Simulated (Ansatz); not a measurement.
The system is Sn.

```
Sn
1.0
    -2.94014    2.94014    1.59930
     2.94014   -2.94014    1.59930
     2.94014    2.94014   -1.59930
Sn
2
Direct
  0.00000 0.00000 0.00000
  0.75000 0.25000 0.50000
```

```yaml
Program: Ansatz 0.2.0
Task: single point
Functional: PBEsol
Potentials_or_basis: Ansatz PAW
Cutoff: "420 eV (not typed: the program's choice for these potentials)"
k_mesh: 9 × 9 × 9
Occupations: fermi-dirac, width 0.05 eV
Spin: no spin polarisation
```

On this cell: pressure -1.4 GPa; largest force under 0.003 eV/Å; band gap on the k mesh none (metal or under the smearing width).

The same run follows on a disturbed copy (atoms moved at random, drawn with an rms of 0.05 Å):

```
Sn
1.0
    -2.94014    2.94014    1.59930
     2.94014   -2.94014    1.59930
     2.94014    2.94014   -1.59930
Sn
2
Direct
  0.00707 0.99527 0.98770
  0.74919 0.24451 0.49911
```

Task: What does the disturbed cell give?

Result: The energy (extrapolated to zero smearing) moves by +2.5 meV/atom; pressure -1.4 GPa; largest force 0.178 eV/Å; band gap on the k mesh none (metal or under the smearing width).

Forces in eV/Å, atoms in the order of the input:
```
Sn   0.172  0.045 -0.006
Sn  -0.172 -0.045  0.006
```

Stress tensor (GPa, compression positive):
```
-1.37 -0.02  0.29
-0.02 -1.08 -0.07
 0.29 -0.07 -1.74
```

Caveats: the PAW data sets come from PBE, with cores solved anew for the run's functional, which leaves a small shift of forces and pressure.
